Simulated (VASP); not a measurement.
C, 2 atoms in the cell. The structure is cubic, space group Fd-3m (No. 227). The conventional cell has a = 3.619 Å, b = 3.619 Å, c = 3.619 Å, α = 90.00°, β = 90.00°, γ = 90.00°. C (site symmetry -43m) has 4 C at 1.57 Å as nearest neighbours. This isn't the form of C at room conditions, which is graphite. The cell isn't the ideal one: a relaxed cell with its volume scaled by 1.04.

| Item | Value |
| --- | --- |
| Program | VASP 6.6.1 |
| Task | relaxation of the atoms |
| Functional | PBE |
| Potentials or basis | VASP PAW PBE potentials, release 64 (C) |
| Cutoff | 600 eV |
| k mesh | 14 × 14 × 14 |
| Occupations | gaussian, width 0.03 eV |
| Spin | no spin polarisation |
| Further INCAR settings | ALGO = Normal; EDIFF = 1e-07; IBRION = 2; EDIFFG = -0.01; NSW = 40 |

Potentials or basis: VASP PAW PBE potentials, release 64 (C).

The run is started by

```console
$ cat potpaw_PBE.64/C/POTCAR > POTCAR
$ mpirun -np 1 vasp_std > vasp.out
```

Hardware: 1 thread of Intel(R) Xeon(R) Platinum 8559C (Emerald Rapids) (shared host).

Q: Estimate the wall time of this run.

A: It took 7 s on 1 thread of Intel(R) Xeon(R) Platinum 8559C (Emerald Rapids), with other jobs on the host, peak memory 0.12 GiB. Counts: scf iterations 12, k points 104, ion steps 1.
